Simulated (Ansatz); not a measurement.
**Is this AlN structure stable?**

The structure comes from a generated guess, relaxed at this level; another structure or a mixture of phases may lie lower.

The calculation used DFT PBE, scalar-relativistic, plane waves, PAW in Ansatz. The final run on the 16-atom cell used 420 eV, a Γ-centred 2×8×6 mesh, 0.02 eV smearing and no spin polarisation.

```
Al N
1.0
    10.88789    0.00000    0.00000
     0.00000    3.17330    0.00000
     0.00000    0.00000    5.07143
Al N
8 8
Cartesian
  0.4979 0.7933 1.5783
  4.9460 2.3800 4.1141
  2.2621 0.7933 4.1773
  3.1818 2.3800 1.6416
  5.9419 0.7933 0.9574
  10.3900 2.3800 3.4931
  7.7061 0.7933 3.4299
  8.6258 2.3800 0.8941
  0.4859 0.7933 3.5945
  4.9581 2.3800 1.0588
  2.2939 0.7933 1.0201
  3.1500 2.3800 3.5558
  5.9298 0.7933 4.0126
  10.4020 2.3800 1.4769
  7.7379 0.7933 1.5156
  8.5940 2.3800 4.0513
```

Energies over the elements count from the elements' standard structures at the same level (N₂ as a molecule), with no fitted energy shifts.

Q: These tests were run: energy against the elements; phonons on a 1×2×1 q mesh; elastic tensor. What do they show?

A:

```csv
test,result
energy against the elements,−1.295 eV/atom
phonons on a 1×2×1 q mesh,no imaginary mode on the mesh
elastic tensor,least eigenvalue 91 GPa
```

It fails none of these tests. Whether a mixture of other phases lies lower isn't tested here.

The run for the phonons used a 2×8×6 k mesh. The run for the elastic tensor used a 2×8×6 k mesh.
